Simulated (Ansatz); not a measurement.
# BN (P6_3mc): exact exchange against the cheap answer (a further series), part 2 of 3

How far do hybrid functionals move BN (P6_3mc) from its cheap description, and at what price?

Ansatz 0.2.0; DFT at several levels, plane waves, PAW. Earlier steps stand in the parts before.

## Step 3: PBE0 form (fraction 0.4)

The COD entry's cell or inner coordinates are ideal or old and differ from later refinements, so a difference from it is no clean test against experiment.

The input, input.yaml:

```yaml
crystal:
  lattice:
    - [2.536930026, 0.0, 0.0]
    - [-1.268465013, 2.1970458501, 0.0]
    - [0.0, 0.0, 4.1959171737]
  atoms:
    - { symbol: B, position: [0.6666666667, 0.3333333333, 0.0002721794] }
    - { symbol: B, position: [0.3333333333, 0.6666666667, 0.5002721794] }
    - { symbol: "N", position: [0.6666666667, 0.3333333333, 0.3747278206] }
    - { symbol: "N", position: [0.3333333333, 0.6666666667, 0.8747278206] }
basis:
  ecutwfc: 420
  ecutrho_ratio: 4
kpoints:
  mp_grid: { grid: [6, 6, 4] }
hamiltonian:
  xc: { exchange: pbe, correlation: pbe, exx: { coeff: 0.4 } }
scf:
  occupations: { method: gaussian, width: 0.05 }
  n_extra_bands: 11
output:
  forces: true
  stress: true
  eigenvalues: true
  populations: true
  dos: { projected: true, de: 0.02 }
```

Launch:

```sh
ansatz run input.yaml --threads 4 --pin off --max-ram 8192MiB --backend cpu --events-out ev --progress --plain --runs-dir out
```

What it wrote:

```text
Warning: output.stress: scf.convergence.dr2_threshold = 1e-7 eV (the SCF's general default) is looser than the 4e-10 eV advised for a printed stress (1e-10 eV for each atom of the cell: 4). What an SCF threshold leaves in a stress goes as its square root, and in the free energy as the threshold itself, and one threshold admits the most on a small cell: of the crystals measured, under no hybrid functional and no lock of the moments, on runs that ended without the residual-converged pass, on stresses that held no estimate of that error, the worst erred by over 100 MPa in a component at 1e-7 eV an atom and by under 5 at 1e-10. Set scf.convergence.dr2_threshold to 4e-10 eV or tighter. The threshold is an SCF's pass mark: one that does not reach it within its budget of iterations ends unconverged, or closes short of it on a stop that the run arms, and scf.convergence.dr2_threshold's page says what that costs each kind of run
Warning: output.stress: scf.exx.energy_threshold = 1e-6 eV is looser than the 4e-8 eV advised for a stress under a hybrid functional (1e-8 eV for each atom of the cell: 4). Every SCF of the exchange loop can meet its threshold on dr2 while the loop round them stops early: no threshold on dr2 bounds what that leaves in the stress. Set scf.exx.energy_threshold to 4e-8 eV or tighter. The threshold is the loop's pass mark: a loop that does not reach it within its budget of cycles ends unconverged, and scf.exx.energy_threshold's page has the law
Warning: RAYON_NUM_THREADS=4 ignored (pool sized by the plan → 4); use --threads N
scf.n_extra_bands = 11 over 8 filled bands (N_el = 16.0): the run solves 19 bands
Engine: ansatz 0.2.0, aarch64-unknown-linux-gnu
Pseudopotentials: kind: paw
Pseudopotential: B, paw, valence charge 3, recommended cutoff 420 eV (normal), B.paw.azcp
Pseudopotential: N, paw, valence charge 5, recommended cutoff 420 eV (normal), N.paw.azcp
Functional definition: unnamed
  parameter a_1 = 0.4
  exchange = (1 - a_1)*pbe_x + a_1*exact_x
  correlation = pbe_c
Crystal: 4 atoms, lattice volume = 23.387 Å³
Basis set: ecut = 420 eV, 465 PW (Γ), exchange–correlation on 36×36×60 points (8 copies of the dense FFT grid, shifted against one another)
Bands: 19, of which v1, the nominal top of the filled ones, is band 8 counted from 1 (7 counted from 0)
Symmetry: 12 space group operations
Space group: P63mc (ITA 186), of the structure as read, at distance tolerance 2.9e-5 Å
k-points: 21 of 144 (time reversal used)
Non-local potential: B, projectors of the file, l = 0: 2, l = 1: 2, l = 2: 1
Non-local potential: N, projectors of the file, l = 0: 2, l = 1: 2, l = 2: 1
PAW form: soft (Blöchl's): semilocal exchange-correlation on the pseudo side does not see the compensation charge
PAW frozen core: B, regenerated for the run's functional, and the local potential with it (the file was generated under x = pbe(κ = 0.804, μ = 0.2195149727645171), c = pbe(β = 0.06672455060314922))
PAW frozen core: N, regenerated for the run's functional, and the local potential with it (the file was generated under x = pbe(κ = 0.804, μ = 0.2195149727645171), c = pbe(β = 0.06672455060314922))
PAW one-centre angular grid: B, 110 points (default); XC on 64 Gauss nodes
PAW one-centre angular grid: N, 110 points (default); XC on 64 Gauss nodes
Initial density: superposition of atomic densities (neutral atoms: chi_scale 0, normalization atom), corrected by the library's trained network
Initial wavefunctions: pseudopotential atomic-orbital guess
Functional: x = pbe(κ = 0.804, μ = 0.2195149727645171), c = pbe(β = 0.06672455060314922), warm-up for x = 0.6 pbe(κ = 0.804, μ = 0.2195149727645171) + 0.4 exact, c = pbe(β = 0.06672455060314922)
SCF iter   1: F=—  HF=-1084.463523 eV  |F-HF|=—  |Δ(HF+E_count)|=         —  Δρ=3.13e-3  dr2=1.12e-3  ethr=1.77e-3  ⟨swp⟩=2.0  Hψ=2675  notcnv=0
preconditioner: auto → none  [insulator: Δε(μ)=5.161 eV  Ē_g=22.770 eV  σ=0.050 eV  W_gap=1.00  n_scr=2 (ndim 8)  ℏωp=30.7 eV  f_vac=0.000  D(μ)=0.00/eV (n_scr^D=0)]
SCF iter   2: F=-1084.463805 eV  HF=-1084.463702 eV  |F-HF|=1.02e-4  |Δ(HF+E_count)|=   1.80e-4  Δρ=1.24e-3  dr2=1.47e-4  ethr=7.03e-6  ⟨swp⟩=2.7  Hψ=602  notcnv=0  defer=5
SCF 1 stopped early in 2 iterations: F = -1084.463805 eV  dr2 = 1.47e-4
Initial density: handed on by an earlier stage of this run
Initial wavefunctions: those handed on with the density
Functional: x = 0.6 pbe(κ = 0.804, μ = 0.2195149727645171) + 0.4 exact, c = pbe(β = 0.06672455060314922)
Frozen-core exchange: fock
SCF iter   1: F=—  HF=-1085.456151 eV  |F-HF|=—  |Δ(HF+E_count)|=         —  Δρ=1.36e-2  dr2=1.97e-2  ethr=9.17e-6  ⟨swp⟩=5.0  Hψ=1781  notcnv=0
preconditioner: auto → none  [insulator: Δε(μ)=8.462 eV  Ē_g=28.389 eV  σ=0.050 eV  W_gap=1.00  n_scr=2 (ndim 8)  ℏωp=30.7 eV  f_vac=0.000  D(μ)=0.00/eV (n_scr^D=0)]
SCF iter   2: F=—  HF=-1085.447098 eV  |F-HF|=—  |Δ(HF+E_count)|=   9.05e-3  Δρ=6.08e-3  dr2=5.39e-3  ethr=9.17e-6  ⟨swp⟩=3.0  Hψ=951  notcnv=0
SCF iter   3: F=—  HF=-1085.464448 eV  |F-HF|=—  |Δ(HF+E_count)|=   1.74e-2  Δρ=2.58e-3  dr2=1.32e-3  ethr=9.17e-6  ⟨swp⟩=3.0  Hψ=864  notcnv=0
iter 4 solved again at ethr=6.90e-7 eV; its pass at ethr=7.54e-6 eV (dr2=1.10e-4 eV) is discarded
SCF iter   4: F=—  HF=-1085.463984 eV  |F-HF|=—  |Δ(HF+E_count)|=   4.64e-4  Δρ=7.91e-4  dr2=1.60e-4  ethr=6.90e-7  ⟨swp⟩=2.0  Hψ=1170  notcnv=0
SCF iter   5: F=—  HF=-1085.464245 eV  |F-HF|=—  |Δ(HF+E_count)|=   2.61e-4  Δρ=2.84e-4  dr2=1.97e-5  ethr=6.83e-7  ⟨swp⟩=3.0  Hψ=617  notcnv=0
SCF iter   6: F=—  HF=-1085.464270 eV  |F-HF|=—  |Δ(HF+E_count)|=   2.52e-5  Δρ=2.49e-4  dr2=1.28e-5  ethr=6.30e-8  ⟨swp⟩=2.4  Hψ=716  notcnv=0  defer=2
SCF iter   7: F=-1085.464264 eV  HF=-1085.464265 eV  |F-HF|=1.64e-6  |Δ(HF+E_count)|=   4.46e-6  Δρ=8.50e-5  dr2=1.50e-6  ethr=6.30e-8  ⟨swp⟩=2.1  Hψ=579  notcnv=0  defer=1
SCF 2 stopped early in 7 iterations: F = -1085.464264 eV  dr2 = 1.50e-6
  Residual-converged pass: ⟨swp⟩=3.0  Hψ=735  notcnv=0  max |occ|·‖R‖ = 6.5e-6 eV (tolerance 6.7e-6 eV)  dr2=1.45e-6  dr2_onsite=7.14e-8  max |Δocc| = 0.0e0
hybrid outer 1: dexx = +2.177e-2 eV, tail = 7.83e-5 eV
Frozen-core exchange: fock
SCF iter   1: F=—  HF=-1085.464538 eV  |F-HF|=—  |Δ(HF+E_count)|=         —  Δρ=1.24e-4  dr2=1.34e-6  ethr=2.45e-6  ⟨swp⟩=3.6  Hψ=971  notcnv=0
preconditioner: auto → none  [insulator: Δε(μ)=8.555 eV  Ē_g=28.395 eV  σ=0.050 eV  W_gap=1.00  n_scr=2 (ndim 8)  ℏωp=30.7 eV  f_vac=0.000  D(μ)=0.00/eV (n_scr^D=0)]
SCF iter   2: F=—  HF=-1085.464540 eV  |F-HF|=—  |Δ(HF+E_count)|=   1.08e-6  Δρ=5.41e-5  dr2=2.41e-7  ethr=7.23e-9  ⟨swp⟩=3.0  Hψ=717  notcnv=0
SCF iter   3: F=—  HF=-1085.464539 eV  |F-HF|=—  |Δ(HF+E_count)|=   7.84e-8  Δρ=1.41e-5  dr2=3.75e-8  ethr=1.47e-9  ⟨swp⟩=3.3  Hψ=765  notcnv=0
SCF iter   4: F=—  HF=-1085.464539 eV  |F-HF|=—  |Δ(HF+E_count)|=   8.92e-9  Δρ=5.69e-6  dr2=6.62e-9  ethr=2.11e-10  ⟨swp⟩=3.4  Hψ=834  notcnv=0
SCF iter   5: F=-1085.464539 eV  HF=-1085.464539 eV  |F-HF|=8.80e-10  |Δ(HF+E_count)|=   1.92e-9  Δρ=2.36e-6  dr2=1.09e-9  ethr=3.34e-11  ⟨swp⟩=2.7  Hψ=719  notcnv=0  defer=7
SCF 3 converged in 5 iterations: F = -1085.464539 eV  dr2 = 1.09e-9
  Residual-converged pass: ⟨swp⟩=3.0  Hψ=709  notcnv=0  max |occ|·‖R‖ = 6.1e-7 eV (tolerance 6.3e-7 eV)  dr2=1.07e-9  dr2_onsite=7.65e-11  max |Δocc| = 0.0e0
hybrid outer 2: dexx = +2.272e-6 eV, tail = 7.40e-8 eV, Δε = 5.79e-3 eV (about 1.97e-4 eV left of the loop's levels), ΔF = 5.93e-4 eV/Å (tail 2.65e-4)
hybrid SCF converged: 2 outer / 12 inner (+2 warm-up), last move |dexx| = 2.27e-6 eV, tail = 7.40e-8 eV
Stability not checked: this state was not tested for a lower state beside it, because the functional holds exact exchange (a hybrid, or Hartree-Fock), whose exchange loop this test does not read (fock_operator; see scf.lower_state_search)
Free energy (F): -1085.464540 eV
Frozen-core exchange: fock
Harris-Foulkes:  -1085.464540 eV  (|F-HF|=8.80e-10)
Internal energy: -1085.464540 eV  (E = F + TS)
E sigma→0 (E₀):  -1085.464540 eV
Fermi energy:    13.768127 eV
--- Per-component energies (eV) ---
  E_band       = 3.435981
  E_kinetic    = 372.755490
  E_local      = -347.479666  (includes V_loc(G=0)·N_el)
  E_nonlocal   = 110.101361
  E_hartree    = 98.661170
  E_xc         = -120.076007
  E_vxc        = -149.074947  (∫ρ·V_xc dr)
  E_exx        = -73.494427  (= α·E_x^exact, valence–valence)
  E_paw        = -407.552043  (= ΣΔE_a)
  E_vpaw       = -33.199375  (= ΣTr[D̂ρ^β])
  E_aug_tail   = 0.000203  (compensation charges beyond the density's cutoff)
  E_ewald      = -718.271123
  E_core_change = -0.109499  (= ΣΔE_core)
  E_smearing   = -0.000000  (= −TS)
  E_closure    = 0.000001  (closes the sum)
  Σ components = -1085.464540   (vs F -1085.464540, Δ=-2.27e-13)
--- Forces (eV/Å), atoms counted from 1 ---
  atom   1  B      0.00000000    -0.00000000    -0.03307690
  atom   2  B      0.00000000     0.00000000    -0.03307690
  atom   3  N     -0.00000000     0.00000000     0.03306706
  atom   4  N     -0.00000000    -0.00000000     0.03306706
  max |Σ_I F_I| component: 1.97e-5 eV/Å
--- Stress (GPa, compression-positive) ---
       -5.951859      -0.000000      -0.000000
        0.000000      -5.951859       0.000000
       -0.000000       0.000000      -6.723255
  P = ⅓ Tr σ = -6.2090 GPa (-62.090 kbar)
--- Band table (eV; the first three rows and the last of 21) ---
  k-point 0: bands = ["-14.0803", "-9.3981", "-3.0797", "7.0604", "7.0604", "9.2194", "9.4906", "9.4906", "21.9227", "21.9227", "22.2083", "23.1262", "24.5840", "25.8936", "25.8936", "30.7940", "35.2487", "35.2487", "35.4384"]
  k-point 1: bands = ["-13.6582", "-10.6244", "-1.0752", "7.1020", "7.3589", "7.3589", "9.0612", "9.0612", "22.4015", "22.4015", "22.8424", "23.1194", "25.1330", "25.1330", "25.2599", "29.7376", "36.3361", "36.5388", "36.5388"]
  k-point 2: bands = ["-12.4321", "-12.4321", "2.9212", "2.9212", "8.1473", "8.1473", "8.1473", "8.1473", "23.1035", "23.1035", "23.6405", "23.6405", "23.6405", "23.6405", "27.4467", "27.4467", "37.5663", "37.5663", "39.9302"]
  k-point 20: bands = ["-7.9202", "-7.9202", "-0.7672", "-0.7672", "0.6789", "0.6789", "6.0267", "6.0267", "22.8401", "22.8401", "23.6579", "23.6579", "28.8955", "28.8955", "31.4814", "31.4814", "32.8492", "32.8492", "39.5948"]
--- Löwdin populations: 4 sites ---
  site symbol       q [e]
     0      B      2.6363
     1      B      2.6363
     2      N      5.3316
     3      N      5.3316
  spilling = 0.004011 (of n_electrons = 16.000000)
```

Run time: 5.5 s. Hardware: 4 threads of Arm Neoverse V1, shared host; peak memory 0.61 GiB.

Result: volume 5.847 Å³/atom, pressure -6.21 GPa, gap on the mesh 8.56 eV.

The density of states, summed over windows 1 eV wide (valence-band top at zero):

```csv
from,to,total,N 2p,B 2p,N 2s
-5,-4,1.49,1.03,0.38,0.02
-4,-3,2.05,1.48,0.50,0.02
-3,-2,1.10,0.84,0.24,0.01
-2,-1,0.51,0.41,0.09,0.00
-1,0,0.14,0.12,0.02,0.00
0,1,0.00,0.00,0.00,0.00
1,2,0.00,0.00,0.00,0.00
2,3,0.00,0.00,0.00,0.00
3,4,0.00,0.00,0.00,0.00
4,5,0.00,0.00,0.00,0.00
5,6,0.00,0.00,0.00,0.00
6,7,0.00,0.00,0.00,0.00
7,8,0.00,0.00,0.00,0.00
8,9,0.00,0.00,0.00,0.00
9,10,0.05,0.01,0.02,0.00
10,11,0.74,0.10,0.36,0.10
11,12,1.19,0.12,0.63,0.20
```

## Step 4: HSE06 form (screening 0.3 Å⁻¹)

Edit input.yaml of step 3 so:

```diff
@@ -16,3 +16,3 @@
 hamiltonian:
-  xc: { exchange: pbe, correlation: pbe, exx: { coeff: 0.4 } }
+  xc: { preset: hse06, exx: { coeff: 0.25, omega: 0.3 } }
 scf:
```

Launch:

```sh
ansatz run input.yaml --threads 4 --pin off --max-ram 8192MiB --backend cpu --events-out ev --progress --plain --runs-dir out
```

What it wrote:

```text
Warning: output.stress: scf.convergence.dr2_threshold = 1e-7 eV (the SCF's general default) is looser than the 4e-10 eV advised for a printed stress (1e-10 eV for each atom of the cell: 4). What an SCF threshold leaves in a stress goes as its square root, and in the free energy as the threshold itself, and one threshold admits the most on a small cell: of the crystals measured, under no hybrid functional and no lock of the moments, on runs that ended without the residual-converged pass, on stresses that held no estimate of that error, the worst erred by over 100 MPa in a component at 1e-7 eV an atom and by under 5 at 1e-10. Set scf.convergence.dr2_threshold to 4e-10 eV or tighter. The threshold is an SCF's pass mark: one that does not reach it within its budget of iterations ends unconverged, or closes short of it on a stop that the run arms, and scf.convergence.dr2_threshold's page says what that costs each kind of run
Warning: output.stress: scf.exx.energy_threshold = 1e-6 eV is looser than the 4e-8 eV advised for a stress under a hybrid functional (1e-8 eV for each atom of the cell: 4). Every SCF of the exchange loop can meet its threshold on dr2 while the loop round them stops early: no threshold on dr2 bounds what that leaves in the stress. Set scf.exx.energy_threshold to 4e-8 eV or tighter. The threshold is the loop's pass mark: a loop that does not reach it within its budget of cycles ends unconverged, and scf.exx.energy_threshold's page has the law
Warning: RAYON_NUM_THREADS=4 ignored (pool sized by the plan → 4); use --threads N
scf.n_extra_bands = 11 over 8 filled bands (N_el = 16.0): the run solves 19 bands
[... 5 set-up lines as earlier in the session ...]
  parameter a_1 = 0.25
  parameter omega_1 = 0.3/angstrom
  exchange = pbe_x + (-a_1)*pbe_x_sr(omega_1) + a_1*exact_x_sr(omega_1)
[... 1 set-up line as earlier in the session ...]
Crystal: 4 atoms, lattice volume = 23.387 Å³
Basis set: ecut = 420 eV, 465 PW (Γ), exchange–correlation on 36×36×60 points (8 copies of the dense FFT grid, shifted against one another)
Bands: 19, of which v1, the nominal top of the filled ones, is band 8 counted from 1 (7 counted from 0)
[... 2 set-up lines as earlier in the session ...]
k-points: 21 of 144 (time reversal used)
[... 9 set-up lines as earlier in the session ...]
Functional: x = pbe(κ = 0.804, μ = 0.2195149727645171), c = pbe(β = 0.06672455060314922), warm-up for x = pbe(κ = 0.804, μ = 0.2195149727645171) + 0.25 (exact − pbe) at short range (hse, ω = 0.3 Å⁻¹), c = pbe(β = 0.06672455060314922)
SCF iter   1: F=—  HF=-1084.466677 eV  |F-HF|=—  |Δ(HF+E_count)|=         —  Δρ=3.09e-3  dr2=1.11e-3  ethr=1.77e-3  ⟨swp⟩=2.0  Hψ=2674  notcnv=0
preconditioner: auto → none  [insulator: Δε(μ)=5.163 eV  Ē_g=22.769 eV  σ=0.050 eV  W_gap=1.00  n_scr=2 (ndim 8)  ℏωp=30.7 eV  f_vac=0.000  D(μ)=0.00/eV (n_scr^D=0)]
SCF iter   2: F=-1084.466964 eV  HF=-1084.466862 eV  |F-HF|=1.02e-4  |Δ(HF+E_count)|=   1.84e-4  Δρ=1.23e-3  dr2=1.47e-4  ethr=6.95e-6  ⟨swp⟩=2.7  Hψ=602  notcnv=0  defer=5
SCF 1 stopped early in 2 iterations: F = -1084.466964 eV  dr2 = 1.47e-4
[... 2 set-up lines as earlier in the session ...]
Functional: x = pbe(κ = 0.804, μ = 0.2195149727645171) + 0.25 (exact − pbe) at short range (hse, ω = 0.3 Å⁻¹), c = pbe(β = 0.06672455060314922)
Exchange kernel: α = 0.2500, screened, ω = 0.3000 Å⁻¹, Wigner–Seitz truncation, v(0) = 502.3758 eV·Å³, q-mesh 6×6×4, nearest image of the exchange supercell L = 15.22 Å, pair-density grid 12×12×20, without the augmentation charges, whose exchange is taken in its separable form by FFT convolution over the k-point mesh (sized by the pseudopotential files, 15×15×30 at the most), smooth part of the exact exchange by density-matrix convolution
Frozen-core exchange: fock
SCF iter   1: F=—  HF=-1084.746973 eV  |F-HF|=—  |Δ(HF+E_count)|=         —  Δρ=9.09e-3  dr2=8.77e-3  ethr=9.20e-6  ⟨swp⟩=5.1  Hψ=1710  notcnv=0
preconditioner: auto → none  [insulator: Δε(μ)=6.230 eV  Ē_g=25.148 eV  σ=0.050 eV  W_gap=1.00  n_scr=2 (ndim 8)  ℏωp=30.7 eV  f_vac=0.000  D(μ)=0.00/eV (n_scr^D=0)]
SCF iter   2: F=—  HF=-1084.743634 eV  |F-HF|=—  |Δ(HF+E_count)|=   3.34e-3  Δρ=4.14e-3  dr2=1.59e-3  ethr=9.20e-6  ⟨swp⟩=3.0  Hψ=743  notcnv=0
SCF iter   3: F=—  HF=-1084.746574 eV  |F-HF|=—  |Δ(HF+E_count)|=   2.94e-3  Δρ=1.30e-3  dr2=3.36e-4  ethr=8.40e-6  ⟨swp⟩=2.1  Hψ=603  notcnv=0  defer=1
SCF iter   4: F=—  HF=-1084.746482 eV  |F-HF|=—  |Δ(HF+E_count)|=   9.20e-5  Δρ=5.47e-4  dr2=6.33e-5  ethr=2.04e-6  ⟨swp⟩=3.0  Hψ=642  notcnv=0
iter 5 solved again at ethr=6.86e-9 eV; its pass at ethr=3.35e-7 eV (dr2=1.10e-6 eV) is discarded
SCF iter   5: F=—  HF=-1084.746463 eV  |F-HF|=—  |Δ(HF+E_count)|=   1.89e-5  Δρ=8.90e-5  dr2=3.14e-6  ethr=6.86e-9  ⟨swp⟩=3.3  Hψ=1455  notcnv=0  defer=3
SCF iter   6: F=-1084.746479 eV  HF=-1084.746480 eV  |F-HF|=1.05e-6  |Δ(HF+E_count)|=   1.67e-5  Δρ=7.30e-5  dr2=1.09e-6  ethr=6.31e-9  ⟨swp⟩=3.3  Hψ=759  notcnv=0  defer=2
SCF 2 stopped early in 6 iterations: F = -1084.746479 eV  dr2 = 1.09e-6
  Residual-converged pass: ⟨swp⟩=3.0  Hψ=691  notcnv=0  max |occ|·‖R‖ = 6.7e-6 eV (tolerance 6.7e-6 eV)  dr2=1.09e-6  dr2_onsite=3.39e-8  max |Δocc| = 0.0e0
hybrid outer 1: dexx = +3.703e-3 eV, tail = 1.04e-5 eV
Exchange kernel: α = 0.2500, screened, ω = 0.3000 Å⁻¹, Wigner–Seitz truncation, v(0) = 502.3758 eV·Å³, q-mesh 6×6×4, nearest image of the exchange supercell L = 15.22 Å, pair-density grid 12×12×20, without the augmentation charges, whose exchange is taken in its separable form by FFT convolution over the k-point mesh (sized by the pseudopotential files, 15×15×30 at the most), smooth part of the exact exchange by density-matrix convolution
Frozen-core exchange: fock
SCF iter   1: F=—  HF=-1084.746529 eV  |F-HF|=—  |Δ(HF+E_count)|=         —  Δρ=4.17e-5  dr2=1.90e-7  ethr=3.26e-7  ⟨swp⟩=4.2  Hψ=962  notcnv=0
preconditioner: auto → none  [insulator: Δε(μ)=6.271 eV  Ē_g=25.149 eV  σ=0.050 eV  W_gap=1.00  n_scr=2 (ndim 8)  ℏωp=30.7 eV  f_vac=0.000  D(μ)=0.00/eV (n_scr^D=0)]
SCF iter   2: F=—  HF=-1084.746529 eV  |F-HF|=—  |Δ(HF+E_count)|=   1.20e-8  Δρ=1.02e-5  dr2=2.27e-8  ethr=1.08e-9  ⟨swp⟩=3.0  Hψ=695  notcnv=0
SCF iter   3: F=—  HF=-1084.746529 eV  |F-HF|=—  |Δ(HF+E_count)|=   9.27e-8  Δρ=7.10e-6  dr2=7.95e-9  ethr=3.97e-11  ⟨swp⟩=3.6  Hψ=915  notcnv=0  defer=4
SCF iter   4: F=-1084.746529 eV  HF=-1084.746529 eV  |F-HF|=1.46e-11  |Δ(HF+E_count)|=   3.05e-9  Δρ=6.61e-7  dr2=1.22e-10  ethr=3.97e-11  ⟨swp⟩=3.0  Hψ=620  notcnv=0
SCF 3 converged in 4 iterations: F = -1084.746529 eV  dr2 = 1.22e-10
  Residual-converged pass: ⟨swp⟩=3.0  Hψ=687  notcnv=0  max |occ|·‖R‖ = 5.7e-7 eV (tolerance 6.3e-7 eV)  dr2=1.18e-10  dr2_onsite=9.65e-12  max |Δocc| = 0.0e0
hybrid outer 2: dexx = +1.277e-7 eV, tail = 2.66e-9 eV, Δε = 2.05e-3 eV (about 3.57e-5 eV left of the loop's levels), ΔF = 3.26e-4 eV/Å (tail 7.87e-5)
hybrid SCF converged: 2 outer / 10 inner (+2 warm-up), last move |dexx| = 1.28e-7 eV, tail = 2.66e-9 eV
Stability not checked: this state was not tested for a lower state beside it, because the functional holds exact exchange (a hybrid, or Hartree-Fock), whose exchange loop this test does not read (fock_operator; see scf.lower_state_search)
Free energy (F): -1084.746529 eV
Frozen-core exchange: fock
Harris-Foulkes:  -1084.746529 eV  (|F-HF|=1.46e-11)
Internal energy: -1084.746529 eV  (E = F + TS)
E sigma→0 (E₀):  -1084.746529 eV
Fermi energy:    13.923154 eV
--- Per-component energies (eV) ---
  E_band       = 32.192077
  E_kinetic    = 372.638147
  E_local      = -348.523114  (includes V_loc(G=0)·N_el)
  E_nonlocal   = 111.303373
  E_hartree    = 98.607433
  E_xc         = -154.204362
  E_vxc        = -189.273224  (∫ρ·V_xc dr)
  E_exx        = -36.436784  (= α·E_x^exact, valence–valence)
  E_paw        = -409.791400  (= ΣΔE_a)
  E_vpaw       = -38.294436  (= ΣTr[D̂ρ^β])
  E_aug_tail   = 0.000203  (compensation charges beyond the density's cutoff)
  E_ewald      = -718.271123
  E_core_change = -0.068903  (= ΣΔE_core)
  E_smearing   = -0.000000  (= −TS)
  E_closure    = 0.000001  (closes the sum)
  Σ components = -1084.746529   (vs F -1084.746529, Δ=0.00e0)
--- Forces (eV/Å), atoms counted from 1 ---
  atom   1  B      0.00000000    -0.00000000    -0.02473999
  atom   2  B      0.00000000     0.00000000    -0.02473999
  atom   3  N     -0.00000000     0.00000000     0.02473513
  atom   4  N     -0.00000000    -0.00000000     0.02473513
  max |Σ_I F_I| component: 9.72e-6 eV/Å
--- Stress (GPa, compression-positive) ---
       -0.645604      -0.000000      -0.000000
        0.000000      -0.645604       0.000000
        0.000000       0.000000      -1.143580
  P = ⅓ Tr σ = -0.8116 GPa (-8.116 kbar)
--- Band table (eV; the first three rows and the last of 21) ---
  k-point 0: bands = ["-11.5528", "-7.0585", "-1.1120", "8.4756", "8.4756", "10.5070", "10.7876", "10.7876", "20.6576", "20.6576", "20.9352", "21.8630", "23.2523", "24.4586", "24.4586", "29.1479", "33.9110", "33.9110", "34.0946"]
  k-point 1: bands = ["-11.1484", "-8.2395", "0.7985", "8.5114", "8.7596", "8.7596", "10.3790", "10.3790", "21.1195", "21.1195", "21.5588", "21.8539", "23.7383", "23.7383", "23.8834", "28.1365", "34.9497", "35.1534", "35.1534"]
  k-point 2: bands = ["-9.9734", "-9.9734", "4.5802", "4.5802", "9.5098", "9.5098", "9.5098", "9.5098", "21.8293", "21.8293", "22.3121", "22.3121", "22.3121", "22.3121", "25.9478", "25.9478", "36.1105", "36.1105", "38.4322"]
  k-point 20: bands = ["-5.6468", "-5.6468", "1.1146", "1.1146", "2.4206", "2.4206", "7.4923", "7.4923", "21.6001", "21.6001", "22.4179", "22.4179", "27.2702", "27.2702", "29.7327", "29.7327", "31.4518", "31.4518", "37.9042"]
--- Löwdin populations: 4 sites ---
  site symbol       q [e]
     0      B      2.6541
     1      B      2.6541
     2      N      5.3151
     3      N      5.3151
  spilling = 0.003854 (of n_electrons = 16.000000)
```

Wall time 5 s (4 threads of Arm Neoverse V1, shared host); peak memory 0.59 GiB.

This gives: volume 5.847 Å³/atom, pressure -0.81 GPa, gap on the mesh 6.27 eV.

Counts of states by energy window, in eV from the valence-band top:

```csv
from,to,total,N 2p,B 2p,N 2s
-6,-5,1.27,0.83,0.33,0.03
-5,-4,1.45,0.99,0.38,0.03
-4,-3,2.16,1.53,0.54,0.03
-3,-2,1.30,0.97,0.29,0.01
-2,-1,0.59,0.47,0.11,0.00
-1,0,0.16,0.14,0.02,0.00
0,1,0.00,0.00,0.00,0.00
1,2,0.00,0.00,0.00,0.00
2,3,0.00,0.00,0.00,0.00
3,4,0.00,0.00,0.00,0.00
4,5,0.00,0.00,0.00,0.00
5,6,0.00,0.00,0.00,0.00
6,7,0.01,0.00,0.00,0.00
7,8,0.13,0.03,0.07,0.01
8,9,1.06,0.13,0.53,0.17
9,10,1.33,0.14,0.72,0.22
```

(Continued in part 3 of 3.)
